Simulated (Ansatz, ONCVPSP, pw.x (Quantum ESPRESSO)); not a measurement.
**silicon (diamond): variants of one ONCV potential in the solid**

ONCVPSP 4.0.1.1 (patched build) input, shortened (lines: element, Z, core and valence counts, functional; n l f; lmax; l rc ep ncon nbas qcut; lloc lpopt rc5 dvloc0; l nproj debl; icmod fcfact rcfact), PBEsol, scalar-relativistic:

```
  Si 14.00    3    1  -116133      upf
    1    0    2.00
    2    0    2.00
    2    1    6.00
    3    0    2.00
    2
    0    1.60    0.00    4    7    3.30
    1    1.65    0.25    4    7    5.30
    2    1.40    0.40    5    8    7.20
    4    5    1.15    2.00
    0    2    2.40
    1    2    2.70
    2    2    1.60
    0    0.00    0.00
```

In the p channel the program set the typed energies aside and used 0.050, 2.750 Ha.

Crystal test: diamond Si in pw.x 7.5, no spin, 9³ k-points, Fermi–Dirac smearing 0.01 Ry, cutoffs set for each file from its atomic test. The reference is all-electron LAPW (Ansatz 0.2.0) with the same functional, mesh and smearing; V0 and B0 come from Birch–Murnaghan fits to the pressures at five volumes. Errors are pseudo minus all-electron; Δ is the rms difference of the E(V) curves that follow from these fits, minima aligned, over ±6 % about the mean V0. Mesh and smearing are coarse, so the numbers serve the comparison and aren't converged zero-temperature values; the lattice is a test structure that the element need not adopt.

All-electron: a0 = 5.432 Å (V0 = 20.04 Å³/atom), B0 = 93.4 GPa.

| change | cutoffs (Ry) | pw.x | a0 (Å) | a0 error (%) | B0 error (%) | Δ (meV/atom) | mean pressure error (GPa) |
| --- | --- | --- | --- | --- | --- | --- | --- |
| base | 95/380 | converged; energies reset by the program | 5.410 | -0.41 | +0.9 | 5.0 | -1.14 |
| d: nproj 1 | 95/380 | converged; energies reset by the program | 5.410 | -0.40 | +0.9 | 4.9 | -1.12 |
| core correction Teter function, fcfact 3.75, rcfact 1.55 | 95/380 | converged; energies reset by the program | 5.415 | -0.32 | +4.0 | 4.0 | -0.91 |
| local potential polynomial inside 1.15 bohr (lpopt 5, dvloc0 2.5 Ha) | 95/380 | converged; energies reset by the program | 5.410 | -0.41 | +0.9 | 5.0 | -1.14 |
| p: qcut 7.3 | 95/380 | converged; energies reset by the program | 5.409 | -0.42 | +1.0 | 5.2 | -1.18 |

(1) Give the row for: s: ncon 5, nbas 8.

Answers

(1) pw.x: converged; energies reset by the program; mean pressure error (GPa): -1.11; a0 (Å): 5.411; a0 error (%): -0.40; B0 error (%): +0.9; Δ (meV/atom): 4.9.
